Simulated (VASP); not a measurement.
# C61N2 (a cell with a defect) in VASP: further runs

Aim: see how the results for C61N2 (a cell with a defect) move with the level of theory and the settings. Levels: PBE, HSE06. Tasks: hyperfine couplings.

Program: VASP 6.6.1. These are calculated values, not measurements. Logs are shortened: lines on timing, memory, paths and dates and some standing lists are left out, and cuts for length are marked.

## 1. Starting point

The cell holds a defect, 63 atoms: a = 7.143 Å, b = 7.143 Å, c = 7.143 Å, α = 90.00°, β = 90.00°, γ = 90.00°.

The cell was built by a generator and needn't be a form met in nature.

## 2. Hyperfine couplings, PBE, collinear spin, ferromagnetic start

INCAR

```
SYSTEM = C61N2
  PREC = Accurate
  ENCUT = 420
  EDIFF = 1E-7
  ISMEAR = 0
  SIGMA = 0.01
  LREAL = .False.
  LASPH = .True.
  NELM = 80
  ALGO = Normal
  ISIF = 2
  LWAVE = .False.
  LCHARG = .False.
  ISPIN = 2
  MAGMOM = 0 0 0 0 0 0 0 0 0 0 0 0 0 0 0 0 0 0 0 0 0 0 0 0 0 0 0 0 0 0 0 0 0 0 0 0 0 0 0 0 0 0 0 0 0.5 0 0 0 0 0 0 0 0 0 0.5 0 0 0 0 0 0 0 0
  LORBIT = 11
  NUPDOWN = 1
  GGA = PE
  LHYPERFINE = .True.
  NELECT = 255
  ISYM = 0
  NCORE = 4
  NGYROMAG = 3.0777 10.7084
  LEFG = .True.
  QUAD_EFG = 20.44 0
```

KPOINTS

```
Automatic mesh
0
Gamma
  1 1 1
  0 0 0
```

POSCAR

```
C61N2                                   
1.0
    7.1431000000      0.0000000000      0.0000000000
    0.0000000000      7.1431000000      0.0000000000
    0.0000000000      0.0000000000      7.1431000000
  N               C             
     2    61
Direct
     0.1372212195200757    0.1374531391147512    0.1374531383709218
     0.1372212195164866    0.8625468577266948    0.8625468595449456
     0.0054688673700857    0.2494071222457686    0.2494071209763190
     0.1245490601790816    0.3765272829187394    0.3765272853368739
     0.2491849337483008    0.0060438300522354    0.2491261264301273
     0.3760962471184719    0.1250502852603186    0.3765638951401767
     0.2491849342839630    0.2491261272685770    0.0060438347343649
     0.3760962486648809    0.3765638936268221    0.1250502842297314
     0.9997461790285718    0.0000000010311086    0.5000000002785697
     0.1233517970550295    0.1225128785476269    0.6276654465386838
     0.9976028765815182    0.2459083649064588    0.7540916423446887
     0.1233517977690764    0.3723345628836717    0.8774871270694072
     0.2491849333517508    0.9939561682584032    0.7508738774431296
     0.3720496209323954    0.1221776808278235    0.8778223252004580
     0.2497260143770599    0.2492372825589119    0.5019238599975344
     0.3745281698534051    0.3741954972101913    0.6258045078796133
     0.9997461767515137    0.5000000017684403    0.9999999999182621
     0.1233517974596777    0.6276654380962849    0.1225128787698410
     0.9976028787574123    0.7540916349792681    0.2459083652229670
     0.1233517974278543    0.8774871225126178    0.3723345604490064
     0.2497260152103269    0.5019238535615612    0.2492372823298832
     0.3745281700668208    0.6258045024931047    0.3741954952106079
     0.2491849340530523    0.7508738711948078    0.9939561683869954
     0.3720496213659617    0.8778223169928231    0.1221776804180092
     0.9997174078945533    0.4999999994243033    0.4999999990680107
     0.1245490606857610    0.6234727149763892    0.6234727150411743
     0.0054688671191625    0.7505928764896928    0.7505928717327467
     0.2497260148701787    0.4980761458205499    0.7507627199770575
     0.3760962490193263    0.6234361068193772    0.8749497153176774
     0.2497260152118727    0.7507627168634858    0.4980761417845238
     0.3760962474388498    0.8749497162153608    0.6234361045601292
     0.5001735260811291    0.9999999989955443    0.0000000009361055
     0.6254182451739742    0.1248875154022624    0.1248875163777160
     0.5008659049295561    0.2502153867676594    0.2502153866553448
     0.6257253728111917    0.3748484053144770    0.3748484040291256
     0.7505518802965802    0.9980511693880471    0.2483569788241329
     0.8768158088544350    0.1236814482014001    0.3729491111496205
     0.7505518774965344    0.2483569801148740    0.9980511693980954
     0.8768158063990136    0.3729491140604857    0.1236814472308723
     0.4995413434015634    0.0000000011140717    0.5000000005999099
     0.6235531648281911    0.1238297165490317    0.6237826271414210
     0.4985688970633454    0.2491928804316550    0.7508071256946270
     0.6235531647560110    0.3762173773768589    0.8761702858220384
     0.7505518801532044    0.0019488312448559    0.7516430189530706
     0.8627523314917168    0.1328981752085537    0.8671018259517340
     0.7508808018490852    0.2497192412933396    0.4992432975273062
     0.8756030062149045    0.3753417549333883    0.6246582417620455
     0.4995413440876436    0.5000000014156485    0.0000000011974576
     0.6235531656594966    0.6237826249387463    0.1238297169725227
     0.4985688974353107    0.7508071202958224    0.2491928794399825
     0.6235531650056005    0.8761702856597029    0.3762173752037336
     0.7508808017920924    0.4992433000853279    0.2497192413963210
     0.8756030062181435    0.6246582443705163    0.3753417547151130
     0.7505518785272592    0.7516430195807443    0.0019488275451251
     0.8627523317763927    0.8671018239578067    0.1328981750056820
     0.5001842845403085    0.4999999995758227    0.4999999995083143
     0.6257253727527644    0.6251515952619960    0.6251515912630261
     0.5008659052894787    0.7497846134663291    0.7497846106251793
     0.6254182451487318    0.8751124844383096    0.8751124820556005
     0.7508808009497636    0.5007566998205085    0.7502807530967832
     0.8768158067944571    0.6270508869115681    0.8763185457374749
     0.7508808017819020    0.7502807589384446    0.5007566967762441
     0.8768158077577433    0.8763185522400312    0.6270508817058380
```

Potentials or basis: VASP PAW PBE potentials, release 64 (N, C).

On the command line:

```bash
> cat potpaw_PBE.64/N/POTCAR potpaw_PBE.64/C/POTCAR > POTCAR
> mpirun -np 8 vasp_std > vasp.out
```

OUTCAR:

```text
SYSTEM = C61N2
   PREC = Accurate
   ENCUT = 420
   EDIFF = 1E-7
   ISMEAR = 0
   LREAL = .False.
   LASPH = .True.
   NELM = 80
   ISIF = 2
   ISPIN = 2
   LORBIT = 11
   NUPDOWN = 1
   GGA = PE
   NELECT = 255
   ISYM = 0

 ion  position               nearest neighbor table
   1  0.137  0.137  0.137-   7 1.47   5 1.47   3 1.47
   2  0.137  0.863  0.863-  13 1.47  23 1.47  27 1.47
   3  0.005  0.249  0.249-   1 1.47   4 1.54  37 1.56  39 1.56
   4  0.125  0.377  0.377-  25 1.53   3 1.54  21 1.56  15 1.56
   5  0.249  0.006  0.249-   1 1.47   6 1.54  20 1.56  24 1.56
   6  0.376  0.125  0.377-  40 1.53   5 1.54  15 1.55  34 1.55
   7  0.249  0.249  0.006-   1 1.47   8 1.54  12 1.56  14 1.56
   8  0.376  0.377  0.125-  48 1.53   7 1.54  21 1.55  34 1.55
[... 41 lines left out ...]
  50  0.499  0.751  0.249-  22 1.54  49 1.56  51 1.56  24 1.57
  51  0.624  0.876  0.376-  40 1.53  36 1.55  50 1.56  62 1.56
  52  0.751  0.499  0.250-  35 1.55  53 1.55  49 1.56  39 1.56
  53  0.876  0.625  0.375-  25 1.54  62 1.55  52 1.55  19 1.57
  54  0.751  0.752  0.002-  55 1.48  59 1.55  61 1.55  49 1.55
  55  0.863  0.867  0.133-  36 1.48  54 1.48  19 1.49
  56  0.500  0.500  0.500-  57 1.55  35 1.55  22 1.56  16 1.56
  57  0.626  0.625  0.625-  58 1.54  60 1.55  62 1.55  56 1.55
  58  0.501  0.750  0.750-  57 1.54  59 1.55  31 1.55  29 1.55
  59  0.625  0.875  0.875-  32 1.55  58 1.55  54 1.55  44 1.55
  60  0.751  0.501  0.750-  57 1.55  47 1.55  43 1.56  61 1.56
  61  0.877  0.627  0.876-  17 1.54  54 1.55  27 1.56  60 1.56
  62  0.751  0.750  0.501-  57 1.55  53 1.55  51 1.56  63 1.56
  63  0.877  0.876  0.627-   9 1.54  44 1.55  27 1.56  62 1.56

IMPORTANT INFORMATION: All symmetrisations will be switched off!
NOSYMM: (Re-)initialisation of all symmetry stuff for point group C_1.

----------------------------------------------------------------------------------------

                                     Primitive cell

  volume of cell :     364.4687

  direct lattice vectors                    reciprocal lattice vectors
     7.143100000  0.000000000  0.000000000     0.139995240  0.000000000  0.000000000
     0.000000000  7.143100000  0.000000000     0.000000000  0.139995240  0.000000000
     0.000000000  0.000000000  7.143100000     0.000000000  0.000000000  0.139995240

  length of vectors
[... 694 lines left out ...]
   1      73.221    71.468  -144.690       0.012
   2      73.221    71.468  -144.689       0.012
   3      -9.608    -8.017    17.626       0.090
   4      -4.168    -0.638     4.806       0.734
   5      -9.314    -7.468    16.782       0.110
   6      -2.945    -0.065     3.010       0.957
[... 55 lines left out ...]
  62      -1.080    -0.247     1.327       0.628
  63       3.506     0.333    -3.839       0.826
----------------------------------------------------------------------

           NMR quadrupolar parameters

 Cq : quadrupolar parameter    Cq=e*Q*V_zz/h
 eta: asymmetry parameters     (V_yy - V_xx)/ V_zz
 Q  : nuclear electric quadrupole moment in mb (millibarn)
----------------------------------------------------------------------
 ion       Cq(MHz)       eta       Q (mb)
----------------------------------------------------------------------
   1      -7.151       0.012      20.440
   2      -7.151       0.012      20.440
   3       0.000       0.090       0.000
   4       0.000       0.734       0.000
   5       0.000       0.110       0.000
   6       0.000       0.957       0.000
[... 55 lines left out ...]
  62       0.000       0.628       0.000
  63       0.000       0.826       0.000
----------------------------------------------------------------------

 Fermi contact (isotropic) hyperfine coupling parameter (MHz)
 -------------------------------------------------------------
  ion      A_pw      A_1PS     A_1AE     A_1c      A_tot
 -------------------------------------------------------------
   1       0.126     0.124    -3.296    -0.390    -3.294
   2       0.126     0.124    -3.296    -0.390    -3.294
   3      -0.068    -0.069    -0.703     0.104    -0.703
   4      -0.047    -0.048    -0.622     0.065    -0.622
   5       0.013     0.013    -0.800    -0.073    -0.799
   6       0.401     0.403     0.797    -0.801     0.795
[... 55 lines left out ...]
  62      -0.149    -0.152    -3.497     0.118    -3.494
  63       0.477     0.482     5.449    -0.699     5.444
 -------------------------------------------------------------

 Dipolar hyperfine coupling parameters (MHz)
 ---------------------------------------------------------------------
  ion      A_xx      A_yy      A_zz      A_xy      A_xz      A_yz
 ---------------------------------------------------------------------
   1      -0.281     0.141     0.141     0.198     0.198    -0.395
   2      -0.281     0.141     0.141    -0.198    -0.198    -0.395
   3      -0.532     0.266     0.266     0.228     0.228     0.548
   4      -0.166     0.083     0.083     0.018     0.018     0.021
   5       0.696    -0.667    -0.029     0.069     0.628     0.013
   6      -0.027     0.204    -0.177    -0.590     0.452    -0.654
[... 55 lines left out ...]
  62      -0.442    -0.160     0.602     0.113    -0.215    -0.069
  63      -1.509     0.406     1.103    -0.569    -0.346     1.551
 ---------------------------------------------------------------------

 Total hyperfine coupling parameters after diagonalization (MHz)
 (convention: |A_zz| > |A_xx| > |A_yy|)
 ----------------------------------------------------------------------
  ion      A_xx      A_yy      A_zz     asymmetry (A_yy - A_xx)/ A_zz
 ----------------------------------------------------------------------
   1      -3.281    -2.758    -3.842      -0.136
   2      -3.281    -2.758    -3.842      -0.136
   3      -0.984     0.184    -1.308      -0.893
   4      -0.559    -0.515    -0.791      -0.055
   5      -1.189     0.262    -1.470      -0.987
   6       0.302     0.127     1.955      -0.089
[... 55 lines left out ...]
  62      -3.637    -2.840    -4.007      -0.199
  63       4.670     3.775     7.888      -0.113
 ---------------------------------------------------------------------

 total charge

# of ion       s       p       d       tot
------------------------------------------
    1        1.211   2.689   0.000   3.900
    2        1.211   2.689   0.000   3.900
    3        0.821   1.725   0.000   2.545
    4        0.829   1.766   0.000   2.595
    5        0.821   1.727   0.000   2.548
    6        0.831   1.771   0.000   2.602
[... 55 lines left out ...]
   62        0.825   1.751   0.000   2.576
   63        0.824   1.753   0.000   2.577
--------------------------------------------------
tot         52.840 112.590   0.000 165.430

 magnetization (x)

# of ion       s       p       d       tot
------------------------------------------
    1       -0.001   0.003   0.000   0.002
    2       -0.001   0.003   0.000   0.002
    3       -0.000  -0.001   0.000  -0.001
    4       -0.000  -0.000   0.000  -0.000
    5       -0.000   0.000   0.000   0.000
    6        0.000   0.003   0.000   0.003
[... 55 lines left out ...]
   62       -0.000  -0.001   0.000  -0.001
   63        0.001   0.004   0.000   0.004
--------------------------------------------------
tot          0.067   0.571   0.000   0.638
```

Run time: 45 s. Hardware: 8 MPI ranks of Intel Xeon 6975P-C (Granite Rapids), shared host; peak memory 0.14 GiB.

What came out:

| Property | Result |
| --- | --- |
| Free energy | -549.5693 eV |
| Largest force | 0.006 eV/Å |
| Net moment | 1.00 μB per cell |
| Site moments | N +0.00; C -0.00, +0.00, +0.01, -0.01, +0.02, +0.24 μB |
| Valence electrons inside the program's atomic spheres | N 3.90; C 2.54, 2.60, 2.55, 2.58, 2.57, 2.59, 2.61, 2.62 |

Forces on the atoms (eV/Å):
```
N    0.001 -0.001 -0.001
N    0.001  0.001  0.001
C    0.002  0.002  0.002
C   -0.004 -0.001 -0.001
C    0.002  0.001  0.003
C   -0.003 -0.004 -0.001
C    0.002  0.003  0.001
C   -0.003 -0.001 -0.004
C    0.001  0.000  0.000
C   -0.002 -0.002  0.000
C   -0.002  0.001 -0.001
C   -0.002  0.000  0.002
C    0.002 -0.001 -0.003
C    0.002 -0.001  0.001
C    0.003  0.003  0.000
C    0.001  0.001 -0.001
C    0.001  0.000  0.000
C   -0.002  0.000 -0.002
C   -0.002 -0.001  0.001
C   -0.002  0.002  0.000
C    0.003  0.000  0.003
C    0.001 -0.001  0.001
C    0.002 -0.003 -0.001
C    0.002  0.001 -0.001
C    0.001  0.000  0.000
C   -0.004  0.001  0.001
C    0.002 -0.002 -0.002
C    0.003  0.000 -0.003
C   -0.003  0.001  0.004
C    0.003 -0.003  0.000
C   -0.003  0.004  0.001
C   -0.001  0.000  0.000
C    0.000 -0.002 -0.002
C   -0.001  0.002  0.002
C    0.000  0.000  0.000
C    0.000 -0.006  0.001
C    0.001 -0.002 -0.001
C    0.000  0.001 -0.006
C    0.001 -0.001 -0.002
C    0.003  0.000  0.000
C    0.000 -0.003  0.003
C   -0.001  0.004 -0.004
C    0.000 -0.003  0.003
C    0.000  0.006 -0.001
C   -0.001 -0.001  0.001
C   -0.003  0.003  0.000
C    0.002 -0.001  0.001
C    0.003  0.000  0.000
C    0.000  0.003 -0.003
C   -0.001 -0.004  0.004
C    0.000  0.003 -0.003
C   -0.003  0.000  0.003
C    0.002  0.001 -0.001
C    0.000 -0.001  0.006
C   -0.001  0.001 -0.001
C   -0.002  0.000  0.000
C    0.000  0.000  0.000
C   -0.001 -0.002 -0.002
C    0.000  0.002  0.002
C   -0.003  0.000 -0.003
C    0.001  0.001  0.002
C   -0.003 -0.003  0.000
C    0.001  0.002  0.001
```

Electric field gradients, principal values (V/Å²):
```csv
atom,Vxx,Vyy,Vzz
1 N,71.468,73.221,-144.690
2 N,71.468,73.221,-144.689
3 C,-8.017,-9.608,17.626
4 C,-0.638,-4.168,4.806
5 C,-7.468,-9.314,16.782
6 C,-0.065,-2.945,3.010
7 C,-7.468,-9.314,16.782
8 C,-0.065,-2.945,3.010
9 C,-0.407,-0.718,1.125
10 C,-0.123,-4.168,4.290
11 C,4.414,8.192,-12.606
12 C,-0.123,-4.168,4.290
13 C,-7.468,-9.314,16.782
14 C,1.926,2.304,-4.230
15 C,0.035,1.328,-1.363
16 C,-0.807,-1.103,1.910
17 C,-0.407,-0.718,1.125
18 C,-0.123,-4.168,4.290
19 C,4.414,8.192,-12.606
20 C,-0.123,-4.168,4.290
21 C,0.035,1.328,-1.363
22 C,-0.807,-1.103,1.910
23 C,-7.468,-9.314,16.782
24 C,1.926,2.304,-4.230
25 C,0.684,0.970,-1.653
26 C,-0.638,-4.168,4.806
27 C,-8.017,-9.608,17.626
28 C,0.035,1.328,-1.363
29 C,-0.065,-2.945,3.010
30 C,0.035,1.328,-1.363
31 C,-0.065,-2.945,3.010
32 C,0.704,0.720,-1.424
33 C,-1.039,-2.484,3.523
34 C,0.331,1.834,-2.165
35 C,-0.684,-0.816,1.500
36 C,4.996,8.302,-13.298
37 C,0.333,3.506,-3.839
38 C,4.996,8.302,-13.298
39 C,0.333,3.506,-3.839
40 C,-0.613,-1.764,2.378
41 C,0.642,4.475,-5.116
42 C,-2.020,-2.074,4.094
43 C,0.642,4.475,-5.116
44 C,4.996,8.302,-13.298
45 C,13.268,16.367,-29.635
46 C,-0.247,-1.080,1.327
47 C,1.781,2.965,-4.746
48 C,-0.613,-1.764,2.378
49 C,0.642,4.475,-5.116
50 C,-2.020,-2.074,4.094
51 C,0.642,4.475,-5.116
52 C,-0.247,-1.080,1.327
53 C,1.781,2.965,-4.746
54 C,4.996,8.302,-13.298
55 C,13.268,16.367,-29.635
56 C,-0.062,-1.110,1.171
57 C,-0.684,-0.816,1.500
58 C,0.331,1.834,-2.165
59 C,-1.039,-2.484,3.523
60 C,-0.247,-1.080,1.327
61 C,0.333,3.506,-3.839
62 C,-0.247,-1.080,1.327
63 C,0.333,3.506,-3.839
```

Hyperfine coupling, principal values (MHz):
```
atom               values
 1 N     -3.3, -2.8, -3.8
 2 N     -3.3, -2.8, -3.8
 3 C      -1.0, 0.2, -1.3
 4 C     -0.6, -0.5, -0.8
 5 C      -1.2, 0.3, -1.5
 6 C        0.3, 0.1, 2.0
 7 C      -1.2, 0.3, -1.5
 8 C        0.3, 0.1, 2.0
 9 C     -2.8, -1.1, -2.9
10 C       -1.0, 0.0, 1.7
11 C   -13.1, -7.1, -13.6
12 C       -1.0, 0.0, 1.7
13 C      -1.2, 0.3, -1.5
14 C        3.8, 2.7, 4.2
15 C        0.9, 0.5, 1.0
16 C        3.7, 3.3, 3.9
17 C     -2.8, -1.1, -2.9
18 C       -1.0, 0.0, 1.7
19 C   -13.1, -7.1, -13.6
20 C       -1.0, 0.0, 1.7
21 C        0.9, 0.5, 1.0
22 C        3.7, 3.3, 3.9
23 C      -1.2, 0.3, -1.5
24 C        3.8, 2.7, 4.2
25 C      -1.1, -0.6, 6.2
26 C     -0.6, -0.5, -0.8
27 C      -1.0, 0.2, -1.3
28 C        0.9, 0.5, 1.0
29 C        0.3, 0.1, 2.0
30 C        0.9, 0.5, 1.0
31 C        0.3, 0.1, 2.0
32 C     -2.9, -1.8, -3.4
33 C        2.3, 0.1, 6.0
34 C     -2.4, -2.1, -2.6
35 C     -2.2, -1.7, -2.4
36 C  -15.0, -12.1, -15.3
37 C        4.7, 3.8, 7.9
38 C  -15.0, -12.1, -15.3
39 C        4.7, 3.8, 7.9
40 C      -2.8, 0.9, -3.2
41 C     25.9, 25.4, 33.8
42 C        0.5, 0.4, 1.5
43 C     25.9, 25.4, 33.8
44 C  -15.0, -12.1, -15.3
45 C  157.0, 156.5, 276.2
46 C     -3.6, -2.8, -4.0
47 C     23.0, 22.4, 34.2
48 C      -2.8, 0.9, -3.2
49 C     25.9, 25.4, 33.8
50 C        0.5, 0.4, 1.5
51 C     25.9, 25.4, 33.8
52 C     -3.6, -2.8, -4.0
53 C     23.0, 22.4, 34.2
54 C  -15.0, -12.1, -15.3
55 C  157.0, 156.5, 276.2
56 C      -0.2, -0.2, 0.5
57 C     -2.2, -1.7, -2.4
58 C     -2.4, -2.1, -2.6
59 C        2.3, 0.1, 6.0
60 C     -3.6, -2.8, -4.0
61 C        4.7, 3.8, 7.9
62 C     -3.6, -2.8, -4.0
63 C        4.7, 3.8, 7.9
```

Caveat: the cell carries a net charge on a neutralising background, which shifts energy and pressure; the cell is charged against a uniform background, so pressure and absolute levels hang on convention; the total moment is fixed, so each spin has its own Fermi level.

(Continued in part 2 of 2.)
